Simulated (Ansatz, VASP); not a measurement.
## CsH4 in VASP and in Ansatz

```
Cs H
1.0
     3.58750    0.00000    0.00000
    -1.79375    3.10687    0.00000
     0.00000    0.00000    5.00448
Cs H
1 4
Direct
  0.00000 0.00000 0.50000
  0.50000 0.00000 0.00000
  0.00000 0.50000 0.00000
  0.50000 0.50000 0.00000
  0.00000 0.00000 0.00000
```

Alike in both runs: functional PBE; k mesh 12 × 12 × 8; occupations gaussian, width 0.1 eV; no spin polarisation.

Ansatz relaxed the structure, and its values are those at the end. VASP's run is a single point on that final structure, the one shown.

```csv
,VASP,Ansatz
version,VASP 6.6.1,Ansatz 0.2.0
potentials or method,"VASP PAW PBE potentials, release 64 (Cs_sv, H)","scalar-relativistic, plane waves, PAW"
plane-wave cutoff (eV),520,420
valence electrons in the cell,13,13
```

Ansatz gave:

```
gap on the k mesh at the Fermi level (eV) : none
pressure (GPa)                            : 0.0
```

Problem. Which values does VASP return?

Solution. gap on the k mesh at the Fermi level (eV): none; pressure (GPa): 0.2.

A gap of «none» marks a metal or a gap that the smearing closes. The functional is the same, so the differences come from potentials, cutoffs and numerics.

Spin-orbit coupling is left out, which matters for the levels of Cs.
